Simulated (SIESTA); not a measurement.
Wanted: the native input for a SIESTA 5.4.2 run.

* Task: density of states
* Functional: PBEsol
* Potentials or basis: PseudoDojo 0.4 standard (PBEsol files)
* Basis: DZP (energy shift 0.003 Ry; two zetas on semicore shells)
* Grid cutoff: 800 Ry
* Energy shift: 0.003 Ry
* k mesh: 8 × 8 × 5
* Occupations: fermi-dirac, width 0.05 eV
* Spin: no spin polarisation
* Hubbard projector method: 1
* U from the first cycle: yes
* broadening (eV): 0.05 eV
* window from (eV): -15 eV
* window to (eV): 15 eV
* energy points: 201
* k mesh for the DOS: 12 × 12 × 8

The system is TiSi.

```
CELL_PARAMETERS angstrom
1.81618 -2.11762 0.00000
1.81618 2.11762 0.00000
0.00000 0.00000 3.80393
ATOMIC_POSITIONS crystal
Ti 0.50000 0.50000 0.00000
Si 0.00000 0.00000 0.50000
```

The cell comes from a database or a generator and needn't be the stable form of this composition.

These files were run (other wordings do the same):

TiSi.fdf

```
SystemName                      TiSi
SystemLabel                     TiSi
NumberOfSpecies                 2
NumberOfAtoms                   2
%block ChemicalSpeciesLabel
  1  22 Ti
  2  14 Si
%endblock ChemicalSpeciesLabel

LatticeConstant                 1.0 Ang
%block LatticeVectors
     1.8161780000    -2.1176240000     0.0000000000
     1.8161780000     2.1176240000     0.0000000000
     0.0000000000     0.0000000000     3.8039340000
%endblock LatticeVectors
AtomicCoordinatesFormat         Fractional
%block AtomicCoordinatesAndAtomicSpecies
     0.5000000000     0.5000000000     0.0000000000  1  Ti
     0.0000000000     0.0000000000     0.5000000000  2  Si
%endblock AtomicCoordinatesAndAtomicSpecies

%block kgrid.MonkhorstPack
    8   0   0  0.0
    0   8   0  0.0
    0   0   5  0.0
%endblock kgrid.MonkhorstPack
XC.Functional                   GGA
XC.Authors                      PBEsol
PAO.BasisSize                   DZP
PAO.EnergyShift                 0.003 Ry
Mesh.Cutoff                     800 Ry
OccupationFunction              FD
ElectronicTemperature           0.05 eV
MaxSCFIterations                120
SCF.MustConverge                false
SCF.Mixer.Method                Pulay
SCF.Mixer.Weight                0.25
SCF.Mixer.History               8
SCF.DM.Tolerance                5.0e-05
SCF.H.Tolerance                 1.0e-03 eV
WriteForces                     true
Charge.Mulliken                 end
%block ProjectedDensityOfStates
  EF -15.0 15.0 0.05 201 eV
%endblock ProjectedDensityOfStates
%block PDOS.kgrid.MonkhorstPack
   12   0   0  0.0
    0  12   0  0.0
    0   0   8  0.0
%endblock PDOS.kgrid.MonkhorstPack
%block PAO.Basis
  Ti 5
  n=3 0 2
    3.151 0.000
  n=4 0 2
    8.703 0.000
  n=3 1 2
    3.568 0.000
  n=4 1 1
    8.703
  n=3 2 2
    6.267 0.000
%endblock PAO.Basis
```

Potentials or basis: PseudoDojo 0.4 standard (PBEsol files), DZP (energy shift 0.003 Ry; two zetas on semicore shells).

Launch:

```console
$ siesta < TiSi.fdf > TiSi.out 2>&1
```

It gave:

| Item | Value |
| --- | --- |
| Pressure | -3.6 GPa |
| Band gap on the k mesh | none (metal or under the smearing width) |

Caveat: the basis of atomic orbitals isn't converged, which shifts pressures, moduli and gaps.

It took 120 s on 1 thread of Intel(R) Xeon(R) Platinum 8259CL CPU @ 2.50GHz (Skylake/Cascade Lake), with other jobs on the host, peak memory 0.38 GiB.
